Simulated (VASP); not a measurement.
# Sc (P6_3/mmc) in VASP: notebook, part 2 of 2

VASP 6.6.1. The steps go on from the part before.

**3. Electrostatic potential, PBE**

This run uses another cell than the first one, of 24.63 Å³/atom, 1.045 times its volume.

The input, INCAR:

```
SYSTEM = Sc
  ALGO = Fast
  EDIFF = 1E-6
  ENCUT = 700
  GGA = PE
  ISIF = 2
  ISMEAR = 1
  LASPH = .TRUE.
  LCHARG = .TRUE.
  LREAL = .FALSE.
  LVHAR = .TRUE.
  LWAVE = .FALSE.
  NELM = 80
  PREC = Accurate
  SIGMA = 0.1
```

The input, KPOINTS:

```
k-points
0
G
  14 14 8
  0 0 0
```

The input, POSCAR:

```
Sc                                      
1.0
    3.3204618407      0.0000000000      0.0000000000
   -1.6602309204      2.8756043060     -0.0000000000
    0.0000000000      0.0000000000      5.1600614578
  Sc            
     2
Direct
     0.3333333300000021    0.6666666699999979    0.2500000000000000
     0.6666666699999979    0.3333333300000021    0.7500000000000000
```

Potentials or basis: VASP PAW PBE potentials, release 64 (Sc_sv).

Command:

```
$ cat potpaw_PBE.64/Sc_sv/POTCAR > POTCAR
$ mpirun -np 1 vasp_std > vasp.out
```

OUTCAR:

```text
SYSTEM = Sc
   EDIFF = 1E-6
   ENCUT = 700
   GGA = PE
   ISIF = 2
   ISMEAR = 1
   LASPH = .TRUE.
   LREAL = .FALSE.
   NELM = 80
   PREC = Accurate

 ion  position               nearest neighbor table
   1  0.333  0.667  0.250-   2 3.21   2 3.21   2 3.21   2 3.21   2 3.21   2 3.21
   2  0.667  0.333  0.750-   1 3.21   1 3.21   1 3.21   1 3.21   1 3.21   1 3.21

  LATTYP: Found a hexagonal cell.
 ALAT       =     3.3204618407
 C/A-ratio  =     1.5540192014

  Lattice vectors:

 A1 = (   3.3204618407,   0.0000000000,   0.0000000000)
 A2 = (  -1.6602309204,   2.8756043060,   0.0000000000)
 A3 = (   0.0000000000,   0.0000000000,   5.1600614578)

Analysis of symmetry for initial positions (statically):
=====================================================================
 Subroutine PRICEL returns:
 Original cell was already a primitive cell.

 Routine SETGRP: Setting up the symmetry group for a
 hexagonal supercell.

 Subroutine GETGRP returns: Found 24 space group operations
 (whereof 12 operations were pure point group operations)
 out of a pool of 24 trial point group operations.

The static configuration has the point symmetry D_3d.
[... 174 lines left out ...]
  band No.  band energies     occupation
      1     -45.7339      2.00000
      2     -45.6622      2.00000
      3     -24.5637      2.00000
      4     -24.2241      2.00000
      5     -24.2241      2.00000
      6     -24.1566      2.00000
      7     -24.1566      2.00000
      8     -24.1259      2.00000
      9      -1.4471      2.00000
     10       2.0520      2.00000
     11       4.3117     -0.00000
     12       5.2709     -0.00000
     13       5.2713     -0.00000
     14       5.5463     -0.00000
[... 401 lines left out ...]
      2     -45.6596      2.00000
      3     -24.4420      2.00000
      4     -24.3703      2.00000
      5     -24.3692      2.00000
      6     -24.3230      2.00000
      7     -24.2878      2.00000
      8     -24.2873      2.00000
      9       2.8078      2.00000
     10       3.0091      2.00000
     11       3.1173      2.00000
     12       3.1866      2.00000
     13       4.6919     -0.00000
     14       4.7510     -0.00000
     15       5.7853      0.00000

 [... further k-points ...]
[... 5 lines left out ...]
  --------------------------------------------------------------------------------------
  -------------------------------------------------------------------------------------
  Total        0.0042048      0.0042048      0.0050120     -0.0000000      0.0000000     -0.0000000
  in kB        0.1367326      0.1367326      0.1629804     -0.0000000      0.0000000     -0.0000000
  external PRESSURE =       0.1454819 kB  Pullay stress =       0.0000000 kB

 VOLUME and BASIS-vectors are now :
 -----------------------------------------------------------------------------
  energy-cutoff  :      700.00
  volume of cell :       49.27
      direct lattice vectors                 reciprocal lattice vectors
     3.320461841  0.000000000  0.000000000     0.301162925  0.173876496  0.000000000
    -1.660230920  2.875604306  0.000000000     0.000000000  0.347752992  0.000000000
     0.000000000  0.000000000  5.160061458     0.000000000  0.000000000  0.193796141

 POSITION                                       TOTAL-FORCE (eV/Angst)
 -----------------------------------------------------------------------------------
     -0.00000      1.91707      1.29002        -0.000000      0.000000      0.000000
      1.66023      0.95853      3.87005         0.000000     -0.000000      0.000000
 -----------------------------------------------------------------------------------
    total drift:                               -0.000006      0.000003     -0.000000

  FREE ENERGIE OF THE ION-ELECTRON SYSTEM (eV)
  ---------------------------------------------------
  free  energy   TOTEN  =       -12.4982519971 eV

  energy  without entropy=      -12.4991405134  energy(sigma->0) =      -12.49854817
```

OSZICAR:

```text
N       E                     dE             d eps       ncg     rms          rms(c)
DAV:   1     0.426225550588E+03    0.42623E+03   -0.12776E+04  3608   0.194E+03
DAV:   2     0.142376744195E+02   -0.41199E+03   -0.40575E+03  5007   0.660E+02
DAV:   3    -0.133888634458E+02   -0.27627E+02   -0.26989E+02  6035   0.204E+02
DAV:   4    -0.138763946660E+02   -0.48753E+00   -0.47688E+00  5537   0.268E+01
DAV:   5    -0.138867637700E+02   -0.10369E-01   -0.10321E-01  6037   0.363E+00    0.761E+00
RMM:   6    -0.125804434211E+02    0.13063E+01   -0.18667E+00  3747   0.211E+01    0.263E+00
RMM:   7    -0.125156315983E+02    0.64812E-01   -0.35325E+00  4624   0.165E+01    0.144E+00
RMM:   8    -0.124878611138E+02    0.27770E-01   -0.21469E-01  3869   0.649E+00    0.533E-01
RMM:   9    -0.124960018919E+02   -0.81408E-02   -0.12491E-01  4923   0.248E+00    0.121E-01
RMM:  10    -0.124975995185E+02   -0.15976E-02   -0.22110E-02  5276   0.962E-01    0.636E-02
RMM:  11    -0.124980219041E+02   -0.42239E-03   -0.57021E-03  5089   0.688E-01    0.414E-02
RMM:  12    -0.124981866374E+02   -0.16473E-03   -0.19674E-03  5703   0.303E-01    0.836E-03
RMM:  13    -0.124982488034E+02   -0.62166E-04   -0.56894E-04  5058   0.136E-01    0.135E-02
RMM:  14    -0.124982490560E+02   -0.25252E-06   -0.12196E-04  4718   0.797E-02    0.644E-03
RMM:  15    -0.124982507344E+02   -0.16784E-05   -0.47181E-05  4710   0.652E-02    0.179E-03
RMM:  16    -0.124982521437E+02   -0.14093E-05   -0.15809E-05  4048   0.292E-02    0.115E-03
RMM:  17    -0.124982519971E+02    0.14658E-06   -0.46333E-06  3641   0.187E-02
   1 F= -.12498252E+02 E0= -.12498548E+02  d E =0.888516E-03
```

Run time: 78 s. Hardware: 1 thread of Intel Xeon 6975P-C (Granite Rapids), shared host; peak memory 0.28 GiB.

What came out:

| Property | Result |
| --- | --- |
| Free energy | -12.4983 eV |
| Pressure | 0.0 GPa |
| Band gap on the k mesh | none (metal or under the smearing width) |

Levels at points of the mesh, in eV from the Fermi level:
```
           k point  band 7  band 8  band 9  band 10  band 11  band 12  band 13  band 14  band 15
(0.00, 0.00, 0.00)  -27.84  -27.81   -5.13    -1.63     0.63     1.58     1.58     1.86     2.04
(0.50, 0.00, 0.00)  -27.93  -27.88   -1.63    -1.06    -0.67    -0.36     1.30     1.33     1.87
(0.00, 0.00, 0.50)  -27.88  -27.88   -3.58    -3.58     0.98     0.98     1.50     1.50     1.50
(0.50, 0.00, 0.50)  -27.92  -27.92   -1.47    -1.47     0.06     0.06     1.27     1.27     2.36
```
